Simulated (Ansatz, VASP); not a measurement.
One calculation of Ta, two programs

```xyz
1
Lattice="-1.6402 1.6402 1.6402 1.6402 -1.6402 1.6402 1.6402 1.6402 -1.6402" Properties=species:S:1:pos:R:3 pbc="T T T"
Ta    0.0000    0.0000    0.0000
```

Alike in both runs: functional PBEsol; k mesh 18 × 18 × 18; occupations gaussian, width 0.1 eV; no spin polarisation.

Ansatz relaxed the structure, and its values are those at the end. VASP's run is a single point on that final structure, the one shown.

|  | VASP | Ansatz |
| --- | --- | --- |
| version | VASP 6.6.1 | Ansatz 0.2.0 |
| potentials or method | VASP PAW PBE potentials, release 64 (Ta_pv) | scalar-relativistic, plane waves, PAW |
| plane-wave cutoff (eV) | 520 | 420 |
| valence electrons in the cell | 11 | 13 |

|  | VASP | Ansatz | Ansatz less VASP |
| --- | --- | --- | --- |
| gap on the k mesh at the Fermi level (eV) | none | none | - |
| pressure (GPa) | 0.2 | 0.0 | -0.20 |

A gap of «none» marks a metal or a gap that the smearing closes. With one functional, cell and mesh, what is left measures potentials, basis and numerics. The two sets of potentials don't hold the same shells in valence. Ansatz warned: «pseudo_functional_mismatch».

Caveats: the PAW data sets were made with another functional, which shifts forces and pressure a little (VASP). The runs have no spin-orbit coupling, so splittings on Ta are missing.
